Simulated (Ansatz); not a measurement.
Given:

GeO2:
```xyz
6
Lattice="4.4125 0.0000 0.0000 0.0000 4.4125 0.0000 0.0000 0.0000 2.8707" Properties=species:S:1:pos:R:3 pbc="T T T"
Ge     2.2062     2.2062     1.4354
Ge     0.0000     0.0000     0.0000
O      3.0621     3.0621     0.0000
O      1.3503     1.3503     0.0000
O      3.5566     0.8559     1.4354
O      0.8559     3.5566     1.4354
```

This is the r²SCAN-relaxed structure. x, y and z are the axes in which the lattice vectors are written.

Question: All from plane-wave PAW r²SCAN (Ansatz code), unless another level is named. Give the bulk modulus (Birch–Murnaghan fit).

Answer: 239 GPa.

Question: Predict the highest zone-centre frequency (without LO–TO term).

Answer: 855 cm^-1.

Question: Next, the elastic constants (relaxed ions, GPa)?

Answer: C11 = 327, C12 = 185, C13 = 180, C33 = 586, C44 = 157, C66 = 261.

Space group P4_2/mnm (rutile). The r²SCAN relaxation kept the symmetry of its start; of distortions, only those at the zone centre were tested.

Potentials: the earlier of the program's two PAW sets.
